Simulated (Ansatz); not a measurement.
The cell is the one relaxed in the Materials Project (mp-252), not relaxed further here; entries there can be hypothetical.

BeTe: DFT, r2SCAN, PAW with Ansatz's default frozen-core files, scalar-relativistic (Ansatz 0.2.0).

```yaml
crystal:
  lattice:
    - [0.0, 2.8314587876, 2.8314587876]
    - [2.8314587876, 0.0, 2.8314587876]
    - [2.8314587876, 2.8314587876, 0.0]
  atoms:
    - { symbol: Be, position: [0.0, 0.0, 0.0] }
    - { symbol: Te, position: [0.25, 0.25, 0.25] }
kpoints:
  mp_grid: { grid: [8, 8, 8] }
  band_path:
    path:
      - [0.0, 0.0, 0.0]
      - [-0.5, -0.5, 0.0]
      - [-0.375, -0.375, 0.25]
      - [-0.375, 0.0, 0.375]
      - [0.0, 0.0, 0.0]
      - [0.0, 0.0, 0.5]
      - [-0.5, -0.25, 0.25]
      - [-0.5, -0.5, 0.0]
    npoints: 8
scf:
  occupations: { method: fermi_dirac, width: 0.02 }
hamiltonian:
  xc: r2scan
  pseudopotentials: { kind: paw }
output:
  forces: true
  stress: true
  eigenvalues: true
  efg: { contact_densities: true }
  populations: true
  bader: true
  dos: { projected: true, de: 0.2, e_range: [-14, 8] }
```

Output:

```
Te: output.efg is read without spin–orbit coupling, which moves field gradients at and beside such atoms by some per cent and up to a factor of two; PAW files take it under magnetization.noncollinear and magnetization.spin_orbit
Engine: ansatz 0.2.0
Pseudopotentials: kind: paw
Pseudopotential: Be, paw, valence charge 2, recommended cutoff 500 eV (meta_gga)
Pseudopotential: Te, paw, valence charge 16, recommended cutoff 500 eV (meta_gga)
Functional definition: r2SCAN
  parameter k0 = 0.174
  parameter k1 = 0.065
  parameter a1 = 4.9479
  exchange = r2scan_x(k0 = k0, k1 = k1, a1 = a1)
  correlation = r2scan_c
Crystal: 2 atoms, lattice volume = 45.401 Å³
Basis set: ecut = 500 eV, 1139 PW (Γ), exchange–correlation on 120×120×120 points (64 copies of the dense FFT grid, shifted against one another)
Bands: 13, of which v1, the nominal top of the filled ones, is band 9 counted from 1 (8 counted from 0)
Symmetry: 24 space group operations
Space group: F-43m (ITA 216), of the structure as read, at distance tolerance 3.6e-5 Å
k-points: 29 of 512 (time reversal used)
Non-local potential: Be, projectors of the file, l = 0: 2, l = 1: 2, l = 2: 1
Non-local potential: Te, projectors of the file, l = 0: 2, l = 1: 2, l = 2: 2, l = 3: 2
PAW form: soft (Blöchl's): semilocal exchange-correlation on the pseudo side does not see the compensation charge
PAW frozen core: Be, regenerated for the run's functional (the file was generated under x = pbe(κ = 0.804, μ = 0.2195149727645171), c = pbe(β = 0.06672455060314922))
PAW frozen core: Te, regenerated for the run's functional (the file was generated under x = pbe(κ = 0.804, μ = 0.2195149727645171), c = pbe(β = 0.06672455060314922))
PAW one-centre angular grid: Be, 302 points (default); XC on 255 of its mesh's 2635 points in the sphere
PAW one-centre angular grid: Te, 590 points (default); XC on 160 Gauss nodes
Initial density: superposition of atomic densities (neutral atoms: chi_scale 0, normalization atom), corrected by the library's trained network
Initial wavefunctions: pseudopotential atomic-orbital guess
Functional: x = r2scan, c = r2scan; τ floored in thin density (d = 2e-4 eV/Å³)
SCF iter   1: F=—  HF=-7089.057247 eV  |F-HF|=—  |Δ(HF+E_count)|=         —  Δρ=3.81e-3  dr2=1.08e-2  dr2_τ=1.61e-2  ethr=1.77e-3  ⟨swp⟩=6.4  Hψ=2441  notcnv=0
preconditioner: auto → none  [insulator: Δε(μ)=2.338 eV  Ē_g=10.919 eV  σ=0.020 eV  W_gap=1.00  n_scr=14 (ndim 8)  ℏωp=15.6 eV  f_vac=0.011  D(μ)=0.00/eV (n_scr^D=0)  ε∞_Penn≈3.0]
SCF iter   2: F=—  HF=-7089.088779 eV  |F-HF|=—  |Δ(HF+E_count)|=   3.15e-2  Δρ=1.72e-3  dr2=1.03e-3  dr2_τ=3.44e-5  ethr=5.99e-5  ⟨swp⟩=3.0  Hψ=947  notcnv=0
SCF iter   3: F=—  HF=-7089.089254 eV  |F-HF|=—  |Δ(HF+E_count)|=   4.75e-4  Δρ=6.15e-4  dr2=1.14e-4  dr2_τ=3.17e-6  ethr=5.74e-6  ⟨swp⟩=2.3  Hψ=732  notcnv=0
SCF iter   4: F=—  HF=-7089.089310 eV  |F-HF|=—  |Δ(HF+E_count)|=   5.60e-5  Δρ=1.44e-4  dr2=4.72e-6  dr2_τ=1.22e-7  ethr=6.32e-7  ⟨swp⟩=2.0  Hψ=493  notcnv=0
SCF iter   5: F=—  HF=-7089.089315 eV  |F-HF|=—  |Δ(HF+E_count)|=   4.82e-6  Δρ=2.24e-5  dr2=1.25e-7  dr2_τ=2.87e-9  ethr=2.62e-8  ⟨swp⟩=2.0  Hψ=482  notcnv=0
SCF iter   6: F=-7089.089315 eV  HF=-7089.089315 eV  |F-HF|=4.10e-9  |Δ(HF+E_count)|=   2.63e-7  Δρ=2.85e-6  dr2=3.12e-9  dr2_τ=4.28e-11  ethr=5.56e-10  ⟨swp⟩=6.2  Hψ=1711  notcnv=0
SCF 1 converged in 6 iterations: F = -7089.089315 eV  dr2 = 3.12e-9
  greatest PAW one-centre occupation: 0.997 electrons in one spin orbital (limit 2), on the Te atom at site 1 (counted from 0), in its partial waves of l = 2
NSCF: frozen V_eff on 57 k-points
SCF converged after 6 iterations
Free energy (F): -7089.089315 eV
Harris-Foulkes:  -7089.089315 eV  (|F-HF|=4.10e-9)
Internal energy: -7089.089315 eV  (E = F + TS)
E sigma→0 (E₀):  -7089.089315 eV
Fermi energy:    8.217745 eV
--- Per-component energies (eV) ---
  E_band       = -283.467349
  E_kinetic    = 199.132032
  E_local      = -1383.456191  (includes V_loc(G=0)·N_el)
  E_nonlocal   = -305.569759
  E_hartree    = 862.995596
  E_xc         = -133.439687
  E_vxc        = -132.864344  (∫ρ·V_xc dr)
  E_paw        = -4748.182886  (= ΣΔE_a)
  E_vpaw       = -394.257288  (= ΣTr[D̂ρ^β])
  E_aug_tail   = -0.000035  (compensation charges beyond the density's cutoff)
  E_vtau       = 7.558343  (kinetic-family band-sum trace: ∫τ·v_τ [+ j·A + Jᵃ·Aᵃ] dr)
  E_ewald      = -1580.841214
  E_core_change = 0.272828  (= ΣΔE_core)
  E_smearing   = -0.000000  (= −TS)
  E_closure    = 0.000000  (closes the sum)
  Σ components = -7089.089315   (vs F -7089.089315, Δ=0.00e0)
--- Forces (eV/Å), atoms counted from 1 ---
  atom   1  Be     0.00000000     0.00000000     0.00000000
  atom   2  Te     0.00000000    -0.00000000     0.00000000
  max |Σ_I F_I| component: 3.11e-16 eV/Å
--- Stress (GPa, compression-positive) ---
       -0.178106      -0.000000      -0.000000
        0.000000      -0.178106       0.000000
       -0.000000       0.000000      -0.178106
  P = ⅓ Tr σ = -0.1781 GPa (-1.781 kbar)
--- PAW observables at the nuclei: V_zz in 10²¹ V/m², potentials from the cell's mean, atoms counted from 1 ---
  atom   1  Be V_zz =    +0.000000   η = 0.0000   by run symmetry: forbidden
            electrostatic potential = -241.592884 V   contact ρ = 237.671346 e/Å³
  atom   2  Te V_zz =    -0.000000   η = 0.0000   by run symmetry: forbidden
            electrostatic potential = -8646.203244 V   contact ρ = 1467784.631311 e/Å³
--- Band table (eV; the first three rows and the last of 29) ---
  k-point 0: bands = ["-29.9709", "-29.9709", "-29.9709", "-29.9528", "-29.9528", "-5.6504", "7.0265", "7.0265", "7.0265", "11.0696", "11.0696", "11.0696", "11.3932"]
  k-point 1: bands = ["-29.9706", "-29.9703", "-29.9703", "-29.9527", "-29.9527", "-5.4968", "5.7210", "6.7946", "6.7946", "11.0349", "11.4192", "11.4192", "12.6371"]
  k-point 2: bands = ["-29.9698", "-29.9692", "-29.9692", "-29.9525", "-29.9525", "-5.0731", "3.6702", "6.3538", "6.3538", "10.7910", "11.9654", "11.9654", "14.6507"]
  k-point 28: bands = ["-29.9686", "-29.9677", "-29.9638", "-29.9535", "-29.9511", "-3.7020", "2.3064", "3.2978", "3.8077", "12.7054", "13.1354", "13.2158", "13.6270"]
--- Löwdin populations: 2 sites ---
  site symbol       q [e]
     0     Be      0.6934
     1     Te     16.9370
  spilling = 0.020532 (of n_electrons = 18.000000)
--- Bader charges: 2 sites ---
  site symbol  charge [e]  shift [e]
     0     Be      1.5490     0.0001
     1     Te     -1.5490     0.0001
  estimated error of the sums over rays = 3.3e-4 e
```

populations.tsv:

```
# site	symbol	l	j	q
# orbitals = lowdin
# n_electrons = 18.000000
# spilling = 0.020532
0	Be	0_2S	-	0.693423
1	Te	0_5S	-	1.834102
1	Te	1_5P	-	5.104661
1	Te	2_4D	-	9.998230
```

bader_charges.tsv:

```
# site	symbol	x_ang	y_ang	z_ang	partial_charge_e	electrons	volume_ang3	relative_density_drop	shared_charge_e	partial_wave_shift_e
# quadrature_error_electrons = 3.3e-4
0	Be	0.0000	0.0000	0.0000	1.54904	2.45096	3.04	-	1.54904	0.00008
1	Te	1.4157	1.4157	1.4157	-1.54904	53.54904	42.36	-	-1.54904	0.00008
```
